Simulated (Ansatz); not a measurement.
## P: energy along a strain

P, R-3m, a = 3.451 Å, c = 9.389 Å (as given, not relaxed at this level: -5.3 GPa, forces to 0.33 eV/Å). This isn't the element's structure at ambient conditions. Ansatz: PBEsol+D3(BJ), PAW, 420 eV, Γ-centred 18×18×18 mesh on 2 atoms, Gaussian smearing 0.15 eV; no spin polarisation. Cell vectors (Å): 1.726 0.996 3.130; -1.726 0.996 3.130; 0.000 -1.993 3.130. The cell is strained by x per cent times the pattern (0 0 0 0 1 0) in the order xx yy zz yz xz xy (engineering shears), with fractional coordinates held. y is the free energy over the start, V0 = 16.144 Å³/atom. Symmetry makes y even in x.

| x (%) | y (meV/atom) |
| --- | --- |
| -2.00 | ? |
| -1.00 | 0.43 |
| 0.00 | 0.00 |
| 0.25 | 0.03 |
| 0.50 | 0.11 |
| 0.75 | 0.24 |
| 1.25 | 0.68 |
| 1.50 | 0.98 |
| 1.75 | 1.33 |

Task: Fit y = c2 x² + c4 x⁴ to the other rows, get the stiffness along the pattern, and predict the missing energy.

Result: Least squares on the rows shown. y = 0.4327 x² + 0.0006784 x⁴. The clamped-ion stiffness p·C·p = 2 × 4.327 eV × 160.2 / 16.144 Å³ = 86 GPa, which is C55 in these axes (second derivative at the start, which stands under stress). At x = -2.00 the fit asked for gives 1.74 meV/atom. The run gave 1.74 meV/atom, the same to the digits shown.

Cost: 9 runs of about 2.4 core-minutes in all, on AMD EPYC 9R45 (Zen 5) (shared hosts).